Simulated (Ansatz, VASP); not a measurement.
# Two plane-wave programs on SnO2

```
CELL_PARAMETERS angstrom
1.56138 0.90146 4.28944
-1.56138 0.90146 4.28944
0.00000 -1.80293 4.28944
ATOMIC_POSITIONS crystal
Sn 0.50000 0.50000 0.50000
O 0.25414 0.25414 0.25414
O 0.74586 0.74586 0.74586
```

Alike in both runs: task single point; functional PBEsol; k mesh 12 × 12 × 12; occupations gaussian, width 0.05 eV; no spin polarisation.

|  | VASP | Ansatz |
| --- | --- | --- |
| version | VASP 6.6.1 | Ansatz 0.2.0 |
| potentials or method | VASP PAW PBE potentials, release 64 (Sn_d, O) | scalar-relativistic, plane waves, PAW |
| plane-wave cutoff (eV) | 520 | 520 |
| valence electrons in the cell | 26 | 26 |

Ansatz gave:

| Quantity | Value |
| --- | --- |
| gap on the k mesh at the Fermi level (eV) | 1.60 |
| least direct gap on the mesh (eV) | 1.60 |
| pressure (GPa) | 0.7 |
| largest component of the traceless stress (GPa) | 9.61 |
| rms of the force components (eV/Å) | 0.785 |

Task: What did VASP give for the same quantities?

Result: gap on the k mesh at the Fermi level (eV): 1.57; least direct gap on the mesh (eV): 1.57; pressure (GPa): 1.5; largest component of the traceless stress (GPa): 9.98; rms of the force components (eV/Å): 0.751.

Atom by atom the forces differ by 0.033 eV/Å (rms over components). With one functional, cell and mesh, what is left measures potentials, basis and numerics. Ansatz warned: «pseudo_functional_mismatch».

Caveats: the PAW data sets were made with another functional, which shifts forces and pressure a little (VASP); spin-orbit coupling is left out, which moves the levels of the heavy elements. A k mesh can miss the band edges.
